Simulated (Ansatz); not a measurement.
# Cu (Copper): the cost of one run

Method: DFT PBE, scalar-relativistic, plane waves, PAW, in Ansatz 0.2.0.

## 1. Starting point

Symmetry: Fm-3m, No. 225, cubic system. The conventional cell has a = 3.630 Å, b = 3.630 Å, c = 3.630 Å, α = 90.00°, β = 90.00°, γ = 90.00°. Cu (site symmetry m-3m) is surrounded by 12 Cu at 2.57 Å.

Structure file:

```xyz
1
Lattice="0.0000 1.8149 1.8149 1.8149 0.0000 1.8149 1.8149 1.8149 0.0000" Properties=species:S:1:pos:R:3 pbc="T T T"
Cu    0.0000    0.0000    0.0000
```

It is the result of an earlier relaxation at this level (volume 11.96 Å³/atom; gap on the mesh: none (metal)).

## 2. The slab

Miller indices refer to the conventional cell of the relaxed bulk, Fm-3m (No. 225): a = 3.630 Å, b = 3.630 Å, c = 3.630 Å, α = 90.00°, β = 90.00°, γ = 90.00°.

A (111) slab, 6.3 Å thick as cut, with 17 Å of vacuum, in a 2×1 surface cell; its outer planes are Cu (top) and Cu (bottom).

The slab as cut. Layers, bottom to top:

| plane | atoms per cell | height over the lowest (Å) |
| --- | --- | --- |
| 1 | Cu2 | 0.00 |
| 2 | Cu2 | 2.10 |
| 3 | Cu2 | 4.19 |
| 4 | Cu2 | 6.29 |

## 3. The clean surface, relaxed

File input.yaml:

```yaml
crystal:
  lattice:
    - [5.133239212, 0.0, 0.0]
    - [-1.283309803, 2.2227577806, 0.0]
    - [0.0, 0.0, 23.2869083985]
  atoms:
    - { symbol: Cu, position: [0.3333333333, 0.3333333333, 0.3650119567] }
    - { symbol: Cu, position: [0.8333333333, 0.3333333333, 0.3650119567] }
    - { symbol: Cu, position: [0.6666666667, 0.6666666667, 0.4550039856] }
    - { symbol: Cu, position: [0.1666666667, 0.6666666667, 0.4550039856] }
    - { symbol: Cu, position: [0.0, 0.0, 0.5449960144] }
    - { symbol: Cu, position: [0.5, 0.0, 0.5449960144] }
    - { symbol: Cu, position: [0.3333333333, 0.3333333333, 0.6349880433] }
    - { symbol: Cu, position: [0.8333333333, 0.3333333333, 0.6349880433] }
basis:
  ecutwfc: 420
kpoints:
  mp_grid: { grid: [7, 13, 1] }
hamiltonian:
  xc: pbe
scf:
  occupations: { method: gaussian, width: 0.1 }
output:
  forces: true
  eigenvalues: true
  write_density: true
  write_potential: true
  elf: true
  volumetric_format: npy
relax:
  adjacent_minimum: "off"
  f_tol: 0.03
  max_steps: 70
  constraints: [{ sites: [0, 1, 2, 3] }]
efield:
  axis: 3
  dipole_correction: true
```

Started as:

```bash
$ ansatz run input.yaml --threads 2 --pin off --max-ram 5120MiB --backend cpu --events-out ev --progress --plain --runs-dir out
```

What time and memory should one allow on 2 threads of Intel Xeon at 2.70GHz, shared host?

About 4.1 min, with a peak of 1.1 GiB.
